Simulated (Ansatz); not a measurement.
InP (started from an entry of an open crystallographic database), 2 atoms and 18 valence electrons in a cell of about 52 Å³, was run 9 times in Ansatz 0.2.0, each time on 2 threads of Arm Neoverse V1, with other jobs on the host. The times are single readings and vary with the host's load.

| run | k mesh | irreducible k | cutoff (eV) | plane waves | bands | SCF iterations | wall time | peak host memory (GiB) |
| --- | --- | --- | --- | --- | --- | --- | --- | --- |
| G0W0, PBE, 83 empty bands, 80 eV | 4×4×4 | 8 | 420 | 965 | 13 | 7 | 6.6 s | 0.32 |
| G0W0, PBE, 193 empty bands, 140 eV | 4×4×4 | 8 | 420 | 965 | 13 | 7 | ? | ? |
| G0W0, PBE, 356 empty bands, 210 eV | 4×4×4 | 8 | 420 | 965 | 13 | 7 | ? | ? |
| G0W0, HSE06, 193 empty bands, 140 eV | 4×4×4 | 8 | 420 | 965 | 13 | 10 | 69 s | 0.68 |
| G0W0, LDA, 193 empty bands, 140 eV | 4×4×4 | 8 | 420 | 965 | 13 | 6 | ? | ? |
| G0W0, r2SCAN, 193 empty bands, 140 eV | 4×4×4 | 8 | 500 | 1363 | 13 | 6 | 35 s | 0.6 |
| G0W0, PBE, 193 empty bands, 140 eV, plasmon pole | 4×4×4 | 8 | 420 | 965 | 13 | 7 | 25 s | 0.49 |
| G0W0, PBE, 83 empty bands, 80 eV | 6×6×6 | 16 | 420 | 965 | 13 | 6 | 32 s | 0.34 |
| G0W0, PBE, 193 empty bands, 140 eV, norm-conserving | 4×4×4 | 8 | 952 | 3479 | 13 | 7 | ? | ? |

(1) What time and memory did the runs marked ? need?

## Answers

(1)

| run | wall time | peak host memory (GiB) |
| --- | --- | --- |
| G0W0, LDA, 193 empty bands, 140 eV | 29 s | 0.48 |
| G0W0, PBE, 356 empty bands, 210 eV | 2.1 min | 0.63 |
| G0W0, PBE, 193 empty bands, 140 eV, norm-conserving | 49 s | 0.64 |
| G0W0, PBE, 193 empty bands, 140 eV | 28 s | 0.48 |

With a shallow d shell on the cation, G0W0 converges slowly in bands and cutoff, so these values are in doubt.
